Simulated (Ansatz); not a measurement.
# NaF: tetragonal deformation path

Method: Ansatz 0.2.0, DFT PBE, scalar-relativistic, plane waves, PAW. The runs took a 420 eV cutoff, a Γ-centred 10×10×10 mesh and Gaussian smearing (0.05 eV). No spin polarisation. Energies are free energies at this smearing, counted from the undisturbed cell; pressure is positive in compression.

Zero of the scan (as given, not relaxed at this level; it stands at 1.7 GPa):

```xyz
2
Lattice="0.0000 2.3233 2.3233 2.3233 0.0000 2.3233 2.3233 2.3233 0.0000" Properties=species:S:1:pos:R:3 pbc="T T T"
Na    0.0000    0.0000    0.0000
F     2.3233    2.3233    2.3233
```

At fixed volume and fractional coordinates, lengths along (0.000, 0.000, 1.000) are scaled against those across it; ρ is that ratio over its starting value.

```tsv
ρ	ΔE (meV/atom)
0.650	886.0
0.707	477.9
0.780	200.3
0.850	72.9
0.920	16.8
0.960	3.8
1.000	0.0
1.050	4.9
1.100	17.8
1.200	61.9
1.300	125.8
1.414	220.7
1.500	308.0
```

Task: Predict the gap on the mesh (eV) at each point.

Result:
| ρ | gap on the mesh (eV) |
| --- | --- |
| 0.650 | 5.31 |
| 0.707 | 5.79 |
| 0.780 | 6.10 |
| 0.850 | 6.22 |
| 0.920 | 6.26 |
| 0.960 | 6.27 |
| 1.000 | 6.27 |
| 1.050 | 6.27 |
| 1.100 | 6.26 |
| 1.200 | 6.21 |
| 1.300 | 6.14 |
| 1.414 | 6.02 |
| 1.500 | 5.92 |